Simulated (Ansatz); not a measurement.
# A series in volume per atom on Al

Equation of state of a cubic crystal from periodic Kohn-Sham density functional theory without spin; pressure corrected for the finite basis. The results are calculated, by Ansatz 0.2.0 development build.

Cell of the first row (space group Fd-3m, No. 227):
```
cell vectors (Å)
   0.0000     2.9606     2.9606
   2.9606     0.0000     2.9606
   2.9606     2.9606     0.0000
atoms (fractions of the cell vectors)
Al  0.00000  0.00000  0.00000
Al  0.25000  0.25000  0.25000
```

Settings of every row: formula Al; structure type diamond; functional PBE; spin treatment none; k mesh 16x16x16; occupation method fermi-dirac; occupation width 0.061225619 eV; wave cutoff 700 eV; datasets hard PAW; density cutoff ratio 4.

Limits: a cubic model structure, not a phase known at ambient conditions; the SCF threshold is loose for a stress in some rows.

```csv
row,volume per atom (Å³),pressure (GPa),energy above lowest point (meV/atom)
1,25.951,2.665,13.22
2,26.503,1.695,5.74
3,27.055,0.818,1.43
4,27.607,0.026,0
5,28.159,-0.689,1.16
6,28.712,?,?
7,29.264,-1.913,10.28
```

Question: what pressure and energy above lowest point should row 6 give?

Worked fit of pressure. Take u = (V_r/V)^(2/3) − 1 with V_r = 27.331 Å³ an atom, which is twice the finite (Eulerian) strain; such expansions in the strain, on which the Birch-Murnaghan equation of state is built, carry the rest volume and the bulk modulus. The shown rows have u = 0.03514, 0.02072, 0.00679, -0.00668, -0.0197, -0.04454. Least squares give pressure = 0.412 + 58.851 × u + 149.44 × u² GPa; a straight line predicts inner rows, each left out in turn, worse (root mean square 0.094 against 0.00069 GPa). The rows lie off it by 0.000, -0.001, 0.000, 0.000, 0.000, 0.000. The pressure vanishes at u = -0.0071, or V = 27.63 Å³ an atom, and there the bulk modulus at fixed shape and fractions is B = −V dP/dV = (2/3)(1 + u) dP/du = 37.5 GPa. The withheld row has u = -0.03233, so the fit gives 0.412 + 58.851 × (-0.03233) + 149.44 × (-0.03233)² = -1.334 GPa.

The calculation gave -1.333 GPa. The fit lies 0.001 GPa (0.022 % of the column's range) below it, one unit of the last digit.

Worked fit of energy above lowest point. Take u = (V_r/V)^(2/3) − 1 with V_r = 27.331 Å³ an atom, which is twice the finite (Eulerian) strain; such expansions in the strain, on which the Birch-Murnaghan equation of state is built, carry the rest volume and the bulk modulus. The shown rows have u = 0.03514, 0.02072, 0.00679, -0.00668, -0.0197, -0.04454. Least squares give energy above lowest point = 0.376 + 105.54 × u + 7382.6 × u² + 461 × u³ meV/atom; a parabola predicts inner rows, each left out in turn, worse (root mean square 0.01 against 0.0053 meV/atom). All shown rows lie on it to the printed digit. Its lowest point lies at u = -0.0072, or V = 27.63 Å³ an atom, and the curvature there gives the bulk modulus at fixed shape and fractions, B = (4/9)(1 + u)² E″(u)/V = 37.5 GPa. The withheld row has u = -0.03233, so the fit gives 0.376 + 105.54 × (-0.03233) + 7382.6 × (-0.03233)² + 461 × (-0.03233)³ = 4.66 meV/atom.

The calculation gave 4.66 meV/atom. The fit meets it to the printed digit.
